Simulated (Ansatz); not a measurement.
**Tellurium, diamond under revPBE: structure, energy and stiffness**

The plan for tellurium in the diamond structure: relax it, solve it on a dense k-mesh, then scale the cell to 7 volumes from 88 to 112 % of the relaxed one and try a fit of the equation of state. Spin polarisation is left out. The k-meshes are 8×8×8 for the relaxation; 12×12×12 for the dense run; 9×9×9 for the volumes.

Computed with Ansatz 0.2.0 (DFT revPBE, plane waves (420 eV) with PAW, scalar-relativistic; PBE-made PAW files, unless a step says otherwise).

## (1) Starting point

It takes space group Fd-3m (No. 227, cubic). The conventional cell has a = 6.778 Å, b = 6.778 Å, c = 6.778 Å, α = 90.00°, β = 90.00°, γ = 90.00°. Around Te (site symmetry -43m) lie 4 Te at 2.94 Å.

Structure file:

```xyz
2
Lattice="0.0000 3.3892 3.3892 3.3892 0.0000 3.3892 3.3892 3.3892 0.0000" Properties=species:S:1:pos:R:3 pbc="T T T"
Te    0.8473    0.8473    0.8473
Te    5.9310    5.9310    5.9310
```

## (2) Relaxing cell and atoms

Input file input.yaml:

```yaml
crystal:
  lattice:
    - [0.0, 3.3891640866, 3.3891640866]
    - [3.3891640866, 0.0, 3.3891640866]
    - [3.3891640866, 3.3891640866, 0.0]
  atoms:
    - { symbol: Te, position: [0.125, 0.125, 0.125] }
    - { symbol: Te, position: [0.875, 0.875, 0.875] }
hamiltonian:
  xc: revpbe
  pseudopotentials:
    kind: paw
    azcp:
      Te: "pseudopotentials/Te.paw.azcp"
basis:
  ecutwfc: 420
  fft_grid_basis: typed
kpoints:
  mp_grid: { grid: [8, 8, 8], shift: [0, 0, 0] }
magnetization:
  spin_polarized: false
scf:
  occupations: { method: fermi_dirac, width: 0.1 }
relax:
  max_steps: 60
  f_tol: 0.01
  cell: {}
```

After this run come: Dense single point; Volume × 0.88; Volume × 0.92; Volume × 0.96; Volume × 1.0; Volume × 1.04; Volume × 1.08; Volume × 1.12.

Before running it: what results should come out? Wanted: space group; conventional cell; volume; shortest distance; gap on the mesh; relative to trigonal tellurium; V₀, B₀, B₀′.

The runs gave:

```
                      quantity                         value
space group (spins left aside)               Fd-3m (No. 227)
             conventional cell                   a = 7.254 Å
                        volume                47.718 Å³/atom
             shortest distance                       3.141 Å
               gap on the mesh  none (levels filled in part)
relative to trigonal tellurium                 +383 meV/atom
                   V₀, B₀, B₀′   47.710 Å³/atom, 24 GPa, 4.4
```

**Reading.** The relaxation enlarged the cell by 22.6 % in volume. Against the reference form of tellurium (trigonal tellurium, computed apart with the same settings) it stands 383 meV/atom higher. Levels at the Fermi energy are filled in part, as in a metal. The fitted modulus is 24 GPa. Relaxation kept the symmetry; phonons were not checked.
